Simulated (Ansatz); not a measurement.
Density of states of ZnS (R3m, a = 3.847 Å, b = 3.847 Å, c = 37.780 Å, α = 90.00°, β = 90.00°, γ = 120.00°), in states per eV and primitive cell, averaged over bins of 0.3 eV. Level of theory: DFT PBE, scalar-relativistic, plane waves, PAW (Ansatz 0.2.0).

Cutoff 420 eV; k points 12×12×12 on the computed 8-atom cell (Γ-centred); Gaussian smearing, width 0.02 eV; no spin polarisation.

The cell is relaxed at this level. The states (both spins) are summed by tetrahedra on a 18×18×18 mesh at the self-consistent density. Energies are bin centres; the table starts no lower than −8 eV and ends at 6 eV, or lower where the solved bands end.

The gap is 2.04 eV at this level, with the zero inside it.

```csv
E − E_F (eV),total,Zn 3d,S 3p,Zn 4s,S 3s
-7.20,54.04,47.79,5.55,0.63,0.01
-6.90,59.68,57.47,1.74,0.36,0.04
-6.60,19.42,18.20,0.43,0.33,0.42
-6.30,0.20,0.18,0.00,0.00,0.01
-6.00,0.95,0.11,0.61,0.20,0.02
-5.70,5.49,0.71,3.24,1.39,0.10
-5.40,6.35,1.00,3.51,1.57,0.20
-5.10,4.13,0.76,2.24,0.82,0.24
-4.80,2.54,0.49,1.39,0.43,0.19
-4.50,1.98,0.35,1.15,0.28,0.16
-4.20,2.16,0.29,1.47,0.21,0.13
-3.90,5.02,0.50,3.99,0.24,0.13
-3.60,4.45,0.42,3.59,0.18,0.10
-3.30,6.18,0.51,5.18,0.17,0.09
-3.00,6.74,0.53,5.74,0.14,0.08
-2.70,7.44,0.58,6.40,0.11,0.06
-2.40,8.21,0.64,7.15,0.08,0.04
-2.10,8.14,0.65,7.12,0.05,0.03
-1.80,5.57,0.47,4.88,0.03,0.02
-1.50,3.13,0.27,2.76,0.01,0.01
-1.20,1.50,0.14,1.33,0.00,0.00
-0.90,0.02,0.00,0.02,0.00,0.00
-0.60,0.00,0.00,0.00,0.00,0.00
-0.30,0.00,0.00,0.00,0.00,0.00
0.00,0.00,0.00,0.00,0.00,0.00
0.30,0.00,0.00,0.00,0.00,0.00
0.60,0.00,0.00,0.00,0.00,0.00
0.90,0.00,0.00,0.00,0.00,0.00
1.20,0.03,0.00,0.00,0.02,0.01
1.50,0.09,0.00,0.01,0.05,0.03
1.80,0.17,0.00,0.03,0.10,0.04
2.10,0.32,0.00,0.06,0.18,0.07
2.40,1.50,0.01,0.25,0.68,0.17
2.70,3.52,0.01,0.59,1.43,0.29
3.00,4.94,0.02,0.85,1.79,0.29
3.30,6.98,0.02,1.25,2.42,0.30
3.60,5.20,0.02,1.03,1.82,0.17
3.90,4.60,0.01,0.90,1.44,0.09
4.20,3.26,0.01,0.56,0.84,0.04
4.50,4.06,0.01,0.50,0.69,0.03
4.80,5.75,0.01,0.57,0.79,0.05
5.10,6.21,0.01,0.56,0.77,0.04
5.40,3.59,0.01,0.18,0.20,0.01
5.70,4.73,0.01,0.21,0.22,0.01
```

The columns after the total are the Löwdin projections on the occupied valence shells of the potentials. The rest of the total lies in shells that are empty in the free atom, which aren't projected, and between the atoms.

This form isn't the usual stable structure of the compound.

Cost: 1 run of about 13 core-minutes, on Arm Neoverse V2 (shared hosts).